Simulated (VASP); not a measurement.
# Si12H6C in VASP: further runs

The runs below take Si12H6C through single point, with PBE.

Program: VASP 6.6.1. These are calculated values, not measurements. Logs are shortened: lines on timing, memory, paths and dates and some standing lists are left out, and cuts for length are marked.

## 1. The slab as given

The cell holds a slab with vacuum, 38 atoms: a = 7.681 Å, b = 7.681 Å, c = 22.809 Å, α = 90.00°, β = 90.00°, γ = 90.00°.

The cell was built by a generator and needn't be a form met in nature.

## 2. Single point, PBE

INCAR reads:

```
ALGO = Fast
DIPOL = 0.5 0.5 0.516
EDIFF = 1E-7
ENCUT = 520
GGA = PE
IDIPOL = 3
ISIF = 2
ISMEAR = 0
LASPH = True
LCHARG = True
LDIPOL = True
LELF = True
LREAL = Auto
LVACPOTAV = True
LVHAR = True
LWAVE = False
NBANDS = 83
NELM = 100
PREC = Accurate
SIGMA = 0.05
```

KPOINTS reads:

```
k-points
0
Gamma
  3 3 1
```

POSCAR reads:

```
Si12H6C
1.0
    7.6805938572      0.0000000000      0.0000000000
    0.0000000000      7.6805938572      0.0000000000
    0.0000000000      0.0000000000     22.8087500000
Si H C
24 12 2
Direct
    0.1089242597     -0.0001148349      0.6601256974
    0.1440708909      0.4999627726      0.6418056667
    0.4161850059      0.0000529907      0.6593766866
    0.4312663918      0.4999970147      0.6744412999
    0.0101410127      0.2460101439      0.6090346906
    0.0101546835      0.7538792062      0.6089809393
    0.4890573659      0.2599894015      0.6106541568
    0.4890494238      0.7400456404      0.6106797611
    0.2548075105      0.2490303531      0.5438935058
    0.2548612824      0.7509966166      0.5438831589
    0.7480493184      0.2533849643      0.5535058256
    0.7480072644      0.7466000815      0.5535005645
    0.2476419188      0.0000180976      0.4847476078
    0.2514939646      0.5000087326      0.4856272702
    0.7480622081     -0.0000028644      0.4926877185
    0.7523278938      0.4999914162      0.4907942785
   -0.0066063902     -0.0000006510      0.4284693374
   -0.0015622490      0.5000037850      0.4281522661
    0.5028516117      0.0000058589      0.4284759577
    0.5045008331      0.4999901142      0.4282549022
    0.0000000000      0.2499999395      0.3691565737
    0.0000000000      0.7499999488      0.3691565737
    0.5000000093      0.2499999395      0.3691565737
    0.5000000093      0.7499999488      0.3691565737
   -0.1510299882      0.2499999395      0.3288211761
    0.1510299882      0.2499999395      0.3288211761
   -0.1510299882      0.7499999488      0.3288211761
    0.1510299882      0.7499999488      0.3288211761
    0.3489700210      0.2499999395      0.3288211761
    0.6510299975      0.2499999395      0.3288211761
    0.3489700210      0.7499999488      0.3288211761
    0.6510299975      0.7499999488      0.3288211761
    0.1044467413      0.1140751635      0.7656481394
    0.1059605566     -0.1168856233      0.7651736285
    0.4159825476      0.1170072284      0.7643801173
    0.4175406303     -0.1144209701      0.7648521730
    0.1593271331     -0.0006468250      0.7436473283
    0.3623645582      0.0005369376      0.7430503644
```

Potentials or basis: VASP PAW PBE potentials, release 64 (Si, H, C).

Command:

```console
> cat potpaw_PBE.64/Si/POTCAR potpaw_PBE.64/H/POTCAR potpaw_PBE.64/C/POTCAR > POTCAR
> mpirun -np 1 vasp_std > vasp.out
```

OUTCAR:

```text
EDIFF = 1E-7
   ENCUT = 520
   GGA = PE
   ISIF = 2
   ISMEAR = 0
   LASPH = True
   LREAL = Auto
   NELM = 100
   PREC = Accurate

 ion  position               nearest neighbor table
   1  0.109  1.000  0.660-  37 1.94   6 2.35   5 2.35   3 2.36
   2  0.144  0.500  0.642-   4 2.33   5 2.33   6 2.33   9 3.07  10 3.07
   3  0.416  0.000  0.659-  38 1.95   7 2.35   8 2.35   1 2.36
   4  0.431  0.500  0.674-   2 2.33   8 2.39   7 2.39
   5  0.010  0.246  0.609-   2 2.33   1 2.35  11 2.38   9 2.40
   6  0.010  0.754  0.609-   2 2.33   1 2.35  12 2.38  10 2.40
   7  0.489  0.260  0.611-   3 2.35   9 2.36  11 2.38   4 2.39
   8  0.489  0.740  0.611-   3 2.35  10 2.36  12 2.38   4 2.39
   9  0.255  0.249  0.544-  13 2.34  14 2.34   7 2.36   5 2.40   2 3.07
  10  0.255  0.751  0.544-  13 2.34  14 2.34   8 2.36   6 2.40   2 3.07
  11  0.748  0.253  0.554-  16 2.37   7 2.38   5 2.38  15 2.39
  12  0.748  0.747  0.554-  16 2.37   6 2.38   8 2.38  15 2.39
  13  0.248  0.000  0.485-  17 2.34  10 2.34   9 2.34  19 2.34
  14  0.251  0.500  0.486-  10 2.34   9 2.34  20 2.34  18 2.34
  15  0.748  1.000  0.493-  19 2.39  17 2.39  12 2.39  11 2.39
  16  0.752  0.500  0.491-  18 2.37  12 2.37  11 2.37  20 2.38
  17  0.993  1.000  0.428-  13 2.34  22 2.35  21 2.35  15 2.39
  18  0.998  0.500  0.428-  14 2.34  22 2.34  21 2.34  16 2.37
  19  0.503  0.000  0.428-  13 2.34  23 2.35  24 2.35  15 2.39
  20  0.505  0.500  0.428-  14 2.34  23 2.35  24 2.35  16 2.38
  21  0.000  0.250  0.369-  25 1.48  26 1.48  18 2.34  17 2.35
  22  0.000  0.750  0.369-  27 1.48  28 1.48  18 2.34  17 2.35
  23  0.500  0.250  0.369-  30 1.48  29 1.48  20 2.35  19 2.35
  24  0.500  0.750  0.369-  32 1.48  31 1.48  20 2.35  19 2.35
  25  0.849  0.250  0.329-  21 1.48
  26  0.151  0.250  0.329-  21 1.48
  27  0.849  0.750  0.329-  22 1.48
  28  0.151  0.750  0.329-  22 1.48
  29  0.349  0.250  0.329-  23 1.48
  30  0.651  0.250  0.329-  23 1.48
  31  0.349  0.750  0.329-  24 1.48
  32  0.651  0.750  0.329-  24 1.48
  33  0.104  0.114  0.766-  37 1.10
  34  0.106  0.883  0.765-  37 1.10
  35  0.416  0.117  0.764-  38 1.10
  36  0.418  0.886  0.765-  38 1.10
  37  0.159  0.999  0.744-  33 1.10  34 1.10  38 1.56   1 1.94
  38  0.362  0.001  0.743-  36 1.10  35 1.10  37 1.56   3 1.95

  LATTYP: Found a simple tetragonal cell.
 ALAT       =     7.6805938572
 C/A-ratio  =     2.9696596935

  Lattice vectors:

 A1 = (   7.6805938572,   0.0000000000,   0.0000000000)
 A2 = (   0.0000000000,   7.6805938572,   0.0000000000)
 A3 = (   0.0000000000,   0.0000000000,  22.8087500000)

Analysis of symmetry for initial positions (statically):
=====================================================================
 Subroutine PRICEL returns:
 Original cell was already a primitive cell.

 Routine SETGRP: Setting up the symmetry group for a
 simple tetragonal supercell.

 Subroutine GETGRP returns: Found  1 space group operations
 (whereof  1 operations were pure point group operations)
 out of a pool of 16 trial point group operations.

The static configuration has the point symmetry C_1 .

Analysis of symmetry for dynamics (positions and initial velocities):
=====================================================================
 Subroutine PRICEL returns:
 Original cell was already a primitive cell.

 Routine SETGRP: Setting up the symmetry group for a
 simple tetragonal supercell.

 Subroutine GETGRP returns: Found  1 space group operations
 (whereof  1 operations were pure point group operations)
 out of a pool of 16 trial point group operations.

The dynamic configuration has the point symmetry C_1 .

 Subroutine INISYM returns: Found  1 space group operations
 (whereof  1 operations are pure point group operations),
 and found     1 'primitive' translations

----------------------------------------------------------------------------------------

                                     Primitive cell

  volume of cell :    1345.5229

  direct lattice vectors                    reciprocal lattice vectors
     7.680593857  0.000000000  0.000000000     0.130198266  0.000000000  0.000000000
     0.000000000  7.680593857  0.000000000     0.000000000  0.130198266  0.000000000
     0.000000000  0.000000000 22.808750000     0.000000000  0.000000000  0.043842823

  length of vectors
[... 88 lines left out ...]
 Grid dimensions read from file:
 generate k-points for:    3    3    1

 Generating k-lattice:

  Cartesian coordinates                     Fractional coordinates (reciprocal lattice)
     0.043399422  0.000000000  0.000000000     0.333333333  0.000000000  0.000000000
     0.000000000  0.043399422  0.000000000     0.000000000  0.333333333  0.000000000
     0.000000000  0.000000000  0.043842823     0.000000000  0.000000000  1.000000000

  Length of vectors
     0.043399422  0.043399422  0.043842823

  Shift w.r.t. Gamma in fractional coordinates (k-lattice)
     0.000000000  0.000000000  0.000000000

 Subroutine IBZKPT returns following result:
 ===========================================

 Found      5 irreducible k-points:

 Following reciprocal coordinates:
            Coordinates               Weight
  0.000000  0.000000  0.000000      1.000000
  0.333333  0.000000  0.000000      2.000000
  0.000000  0.333333  0.000000      2.000000
  0.333333  0.333333  0.000000      2.000000
 -0.333333  0.333333  0.000000      2.000000
   k-points           NKPTS =      5   k-points in BZ     NKDIM =      5   number of bands    NBANDS=     83
   number of dos      NEDOS =    301   number of ions     NIONS =     38
   total plane-waves  NPLWV = 648000
   dimension x,y,z NGX =    60 NGY =   60 NGZ =  180
   dimension x,y,z NGXF=   120 NGYF=  120 NGZF=  360
   ions per type =              24  12   2
   NGX,Y,Z   is equivalent  to a cutoff of  12.99, 12.99, 13.12 a.u.
   NGXF,Y,Z  is equivalent  to a cutoff of  25.97, 25.97, 26.24 a.u.
 SYSTEM =  unknown system
   PREC   = accura    normal or accurate (medium, high low for compatibility)
   ISTART =      0    job   : 0-new  1-cont  2-samecut
   ICHARG =      2    charge: 1-file 2-atom 10-const
   ISPIN  =      1    spin polarized calculation?
   LNONCOLLINEAR =      F non collinear calculations
   LSORBIT =      F    spin-orbit coupling
   LASPH  =      T    aspherical Exc in radial PAW
   ENCUT  =  520.0 eV  38.22 Ry    6.18 a.u.  14.28 14.28 42.41*2*pi/ulx,y,z
   NELM   =    100;   NELMIN=  2; NELMDL= -5     # of ELM steps
   EDIFF  = 0.1E-06   stopping-criterion for ELM
   LREAL  =      T    real-space projection
   EDIFFG = 0.1E-05   stopping-criterion for IOM
   NSW    =      0    number of steps for IOM
   IBRION =     -1    ionic relax: 0-MD 1-quasi-New 2-CG
   NFREE  =      0    steps in history (QN), initial steepest desc. (CG)
   ISIF   =      2    stress and relaxation
   ISYM   =      2    0-nonsym 1-usesym 2-fastsym
   POTIM  = 0.5000    time-step for ionic-motion
   TEBEG  =    0.0;   TEEND  =   0.0 temperature during run
   PSTRESS=    0.0 pullay stress
   NELECT =     116.0000    total number of electrons
   NUPDOWN=      -1.0000    fix difference up-down
   EMIN   =  10.00;   EMAX   =-10.00  energy-range for DOS
   EFERMI =   0.00;   METHOD = LEGACY
   ISMEAR =     0;   SIGMA  =   0.05  broadening in eV -4-tet -1-fermi 0-gaus
   EFERMI_NEDOS =   21; number of points for ismear=-14 and -15
   IALGO  =     68    algorithm
   IMIX   =      4    mixing-type and parameters
     AMIX     =   0.40;   BMIX     =  1.00
     AMIX_MAG =   1.60;   BMIX_MAG =  1.00
  volume/ion in A,a.u.               =      35.41       238.95
  Fermi-wavevector in a.u.,A,eV,Ry     =   0.723209  1.366667  7.116272  0.523031
  Thomas-Fermi vector in A             =   1.813367
   LORBIT       =      0    0 simple, 1 ext, 2 COOP (PROOUT), +10 PAW based schemes
   GGA     = PE    functional components
   LHFCALC =     F    Hartree Fock is set to
   AEXX    =    0.0000 exact exchange contribution
   IVDW    =     0    specifies the selected vdW correction
   LEPSILON=     F    determine dielectric tensor
   LRPA    =     F    only Hartree local field effects (RPA)
 non-spin polarized calculation
 RMM-DIIS sequential band-by-band and
 Gauss-broadening in eV      SIGMA  =   0.05
  energy-cutoff  :      520.00
  volume of cell :     1345.52
 maximum number of plane-waves:     36234
 NGX is ok and might be reduce to    60
   NGX = 29   NGY = 29   NGZ = 85

 dipolmoment           0.000000      0.000000      0.000021 electrons x Angstroem

 number of electron     116.0000001 magnetization

 dipolmoment           0.000000      0.000000     -0.121155 electrons x Angstroem

 Free energy of the ion-electron system (eV)
  ---------------------------------------------------
  ext. energy  EPLUGINS =         0.00000000
  ---------------------------------------------------
  free energy    TOTEN  =      -184.56241326 eV

  energy without entropy =     -184.56241326  energy(sigma->0) =     -184.56241326

 E-fermi :  -0.6683     XC(G=0):  -4.4695

 val. band max:       -0.9446204225   @ k =  -0.3333   0.3333   0.0000
 cond. band min:      -0.1679224044   @ k =   0.0000   0.0000   0.0000
 fundamental gap:      0.7766980181
 Fermi energy:        -0.6682963010

 k-point     1 :       0.0000    0.0000    0.0000
  band No.  band energies     occupation
      1     -15.0750      2.00000
      2     -12.2025      2.00000
      3     -11.3755      2.00000
      4     -11.3560      2.00000
      5     -10.3360      2.00000
      6     -10.3185      2.00000
[... 354 lines left out ...]
     69       2.3717      0.00000
     70       2.4801      0.00000
 [bands above 70 left out]

------------------------ aborting loop because EDIFF is reached ----------------------------------------

  FORCE on cell =-STRESS in cart. coord.  units (eV):
  Direction    XX          YY          ZZ          XY          YZ          ZX
  --------------------------------------------------------------------------------------
  -------------------------------------------------------------------------------------
  Total       13.7434461      5.4958010     -0.2782553      0.0050737      0.0022129      0.0025173
  in kB       16.3649672      6.5441086     -0.3313317      0.0060415      0.0026351      0.0029974
  external PRESSURE =       7.5259147 kB  Pullay stress =       0.0000000 kB

 VOLUME and BASIS-vectors are now :
 -----------------------------------------------------------------------------
  energy-cutoff  :      520.00
  volume of cell :     1345.52
      direct lattice vectors                 reciprocal lattice vectors
     7.680593857  0.000000000  0.000000000     0.130198266  0.000000000  0.000000000
     0.000000000  7.680593857  0.000000000     0.000000000  0.130198266  0.000000000
     0.000000000  0.000000000 22.808750000     0.000000000  0.000000000  0.043842823

 POSITION                                       TOTAL-FORCE (eV/Angst)
 -----------------------------------------------------------------------------------
      0.83660      7.67971     15.05664        -0.003758     -0.001139     -0.011583
      1.10655      3.84001     14.63879        -0.007502     -0.000205     -0.003900
      3.19655      0.00041     15.03956         0.000004     -0.000063     -0.014609
      3.31238      3.84027     15.38316         0.003299     -0.000203     -0.003996
      0.07789      1.88950     13.89132         0.003850      0.002014     -0.002434
      0.07799      5.79024     13.89009         0.003705     -0.001512     -0.001169
[... 30 lines left out ...]
      1.22373      7.67563     16.96167        -0.015306      0.003251     -0.005354
      2.78317      0.00412     16.94805         0.015480      0.000226     -0.010057
 -----------------------------------------------------------------------------------
    total drift:                                0.008328      0.004921      0.016029

  FREE ENERGIE OF THE ION-ELECTRON SYSTEM (eV)
  ---------------------------------------------------
  free  energy   TOTEN  =      -184.5624132630 eV

  energy  without entropy=     -184.5624132630  energy(sigma->0) =     -184.56241326

 vacuum level on the upper side and lower side of the slab         3.713         4.085
```

Run time: 14 min. Hardware: 1 thread of Intel Xeon 6975P-C (Granite Rapids), shared host; peak memory 1.3 GiB.

What came out:

| Property | Result |
| --- | --- |
| Free energy | -184.5624 eV |
| Largest force | 0.243 eV/Å |
| Band gap on the k mesh | 0.78 eV, indirect (least direct gap 0.85 eV) |
| Ionisation potential of the upper face | 4.66 eV |

Forces in eV/Å, atoms in the order of the input:
```
Si  -0.004 -0.001 -0.012
Si  -0.008  0.000 -0.004
Si   0.000  0.000 -0.015
Si   0.003  0.000 -0.004
Si   0.004  0.002 -0.002
Si   0.004 -0.002 -0.001
Si  -0.002 -0.003 -0.001
Si  -0.002  0.003 -0.001
Si   0.003  0.002 -0.001
Si   0.003 -0.002  0.000
Si   0.000  0.001  0.000
Si   0.000 -0.001  0.000
Si   0.000  0.000  0.004
Si  -0.002  0.000  0.001
Si   0.001  0.000 -0.003
Si  -0.001  0.000  0.000
Si  -0.001 -0.001 -0.002
Si   0.002  0.000  0.004
Si   0.000  0.000  0.002
Si   0.001  0.000 -0.001
Si  -0.243 -0.012  0.012
Si  -0.243  0.012  0.011
Si   0.239 -0.007  0.018
Si   0.239  0.007  0.019
H    0.125  0.024 -0.043
H   -0.101 -0.034  0.033
H    0.125 -0.024 -0.043
H   -0.101  0.033  0.033
H    0.102 -0.001  0.031
H   -0.124 -0.010 -0.043
H    0.102  0.001  0.031
H   -0.124  0.009 -0.043
H   -0.009  0.021  0.010
H   -0.009 -0.019  0.007
H    0.010  0.019  0.009
H    0.008 -0.018  0.009
C   -0.015  0.003 -0.005
C    0.015  0.000 -0.010
```

(Part 1 of 3 ends here.)
